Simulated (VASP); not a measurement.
A run of VASP 6.6.1 is set up as follows.

The input INCAR:

```
SYSTEM = CuI
PREC = Accurate
ENCUT = 600
EDIFF = 1E-7
ISMEAR = 0
SIGMA = 0.03
LREAL = .False.
LASPH = .True.
NELM = 80
ALGO = Normal
ISIF = 2
LWAVE = .False.
LCHARG = .False.
GGA = CA
IBRION = 2
NSW = 40
EDIFFG = -0.01
```

Contents of KPOINTS:

```
regular mesh
0
Gamma
  8 8 8
  0 0 0
```

File POSCAR:

```
CuI                                     
1.0
    0.0000000000      2.9523978200      2.9523978200
    2.9523978200     -0.0000000000      2.9523978200
    2.9523978200      2.9523978200     -0.0000000000
  Cu              I             
     1     1
Direct
     0.2500000000000000    0.2500000000000000    0.2500000000000000
     0.0000000000000000    0.0000000000000000    1.0000000000000000
```

Potentials or basis: VASP PAW LDA potentials, release 64 (Cu, I).

Command:

```bash
$ cat potpaw_LDA.64/Cu/POTCAR potpaw_LDA.64/I/POTCAR > POTCAR
$ mpirun -np 1 vasp_std > vasp.out
```

Question: What does it give for the band gap on the k mesh?

Answer: 1.22 eV, direct.

Final structure:
```
Cu I
1.0
     0.00000    2.95240    2.95240
     2.95240    0.00000    2.95240
     2.95240    2.95240    0.00000
Cu I
1 1
Cartesian
  1.4762 1.4762 1.4762
  0.0000 0.0000 0.0000
```

Caveat: the relaxation stopped at its first step, so nothing moved; spin-orbit coupling is left out, which moves the levels of the heavy elements.
